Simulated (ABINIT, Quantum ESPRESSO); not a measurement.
The electronic dielectric constant of ZnSe, sorted by core time

It takes space group F-43m (No. 216, cubic). Conventional cell: a = 5.668 Å, b = 5.668 Å, c = 5.668 Å, α = 90.00°, β = 90.00°, γ = 90.00°. Se (site symmetry -43m) is surrounded by 4 Zn at 2.45 Å. Zn (site symmetry -43m) has 4 Se at 2.45 Å as nearest neighbours.

| rung | level | program and potentials | cutoff (eV) | k mesh | smearing | task | core time | chip | electronic dielectric constant | notes |
| --- | --- | --- | --- | --- | --- | --- | --- | --- | --- | --- |
| LDA | LDA | Quantum ESPRESSO, GBRV 1.5 LDA | 612 | 6 × 6 × 6, shifted | fixed | phonons | 5.5 min | Intel Xeon Platinum 8375C Ice Lake | 7.51 | 13 valence electrons an atom on average; cell relaxed first (21.52 Å³/atom) |
| GGA | PBE | Quantum ESPRESSO, SSSP 1.3 efficiency PBE | 748 | 6 × 6 × 6, shifted | fixed | phonons | 9.6 min | Intel Xeon 6975P-C Granite Rapids | 7.35 | 13 valence electrons an atom on average; cell relaxed first (23.55 Å³/atom) |
| GGA | PBE | Quantum ESPRESSO, SG15 PBE 1.2 | 952 | 6 × 6 × 6, shifted | fixed | phonons | 10 min | Intel Xeon 6975P-C Granite Rapids | 7.42 | 13 valence electrons an atom on average; cell relaxed first (23.56 Å³/atom) |
| GGA | PBE | ABINIT, SG15 NC PBE v1.2 | 1061 | 4 × 4 × 4, 4 shifts | fixed | phonons | 23 min | Arm Neoverse V1 | 7.43 | 13 valence electrons an atom on average |
| LDA | LDA | ABINIT, PseudoDojo NC SR LDA v0.4.1 standard | 1061 | 4 × 4 × 4, 4 shifts | fixed | phonons | 28 min | Arm Neoverse V2 | 7.81 | 18 valence electrons an atom on average |
| GGA | PBEsol | ABINIT, PseudoDojo NC SR PBEsol v0.4.1 standard | 1061 | 4 × 4 × 4, 4 shifts | fixed | dielectric tensor | 29 min | Arm Neoverse V1 | 7.58 | 18 valence electrons an atom on average |

Times are single runs on shared hosts and different chips, so they are rough; meshes, cutoffs and the tasks' sizes weigh on the time. All rows: no spin polarisation. Smearing widths are in eV. The cell comes from a database and isn't always the measured one. Meshes differ between rows, which moves values too. All levels ran on this one cell, unrelaxed unless noted. Meshes are those of the run's cell of 2 atoms unless a note names another. Misses use the values as printed. Runs on faulty files, with rough fits or with known faults for this quantity aren't shown. No row holds spin-orbit coupling.

Measured: 5.9 (a printed reference work).

Q: Which of the timed runs is the cheapest that comes within 8 % of the measured electronic dielectric constant?

A: None of them does; the nearest misses by +24.6 %. The runs are for a static lattice, while measurements hold temperature and zero-point motion.
